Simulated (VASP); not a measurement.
Input of a VASP 6.6.1 run:

INCAR

```
SYSTEM = BN
ALGO = Normal ; EDIFF = 1E-7
ENCUT = 520 ; GGA = PE
ISIF = 2 ; ISMEAR = 0
LASPH = .True. ; LCHARG = .False.
LREAL = .False. ; LWAVE = .False.
NELM = 100 ; PREC = Accurate
SIGMA = 0.020999999999999998
```

KPOINTS

```
k-points
0
Gamma
  13 13 13
  0 0 0
```

The input POSCAR:

```
BN
1.0
    0.0000000000      1.8130010000      1.8130010000
    1.8130010000      0.0000000000      1.8130010000
    1.8130010000      1.8130010000      0.0000000000
N B
1 1
Direct
    0.2500000000      0.2500000000      0.2500000000
    0.0000000000      0.0000000000      0.0000000000
```

Potentials or basis: VASP PAW PBE potentials, release 64 (N, B).

Launch:

```sh
$ cat potpaw_PBE.64/N/POTCAR potpaw_PBE.64/B/POTCAR > POTCAR
$ mpirun -np 1 vasp_std > vasp.out
```

**Question.** What does it give for the band gap on the k mesh?

**Answer.** 4.52 eV, indirect (least direct gap 8.78 eV).

**Question.** Predict the pressure.

**Answer.** -0.2 GPa.

Caveat: an odd mesh through Γ misses points on the zone boundary, where band edges often lie.

The gap isn't set beside the measured one, since this odd mesh misses points on the zone boundary.
